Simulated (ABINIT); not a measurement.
ZrB2:

```
CELL_PARAMETERS angstrom
3.17000 0.00000 0.00000
-1.58500 2.74530 0.00000
0.00000 0.00000 3.53300
ATOMIC_POSITIONS crystal
Zr 0.00000 0.00000 0.00000
B 0.66667 0.33333 0.50000
B 0.33333 0.66667 0.50000
```

Base run:

```yaml
Program: ABINIT 10.8.3 (patched build)
Functional: PBEsol
Potentials_or_basis: JTH PAW PBE v2.0
Cutoff: 544 eV
k_mesh: 10 × 10 × 8
Occupations: fermi-dirac, width 0.05 eV
Spin: no spin polarisation
```

Its results: band gap on the k mesh none (metal or under the smearing width); pressure -4.2 GPa.

**Question.** After a change of settings the same cell gave: band gap on the k mesh none (metal or under the smearing width); pressure 0.4 GPa. Which change was it?
A. functional from PBEsol to r2SCAN
B. functional from PBEsol to revPBE
C. functional from PBEsol to WC
D. functional from PBEsol to BLYP

**Answer.** A.

Caveats: the PAW data sets were made with another functional, which shifts forces and pressure a little.

Runs at the PBE level aren't shown here.
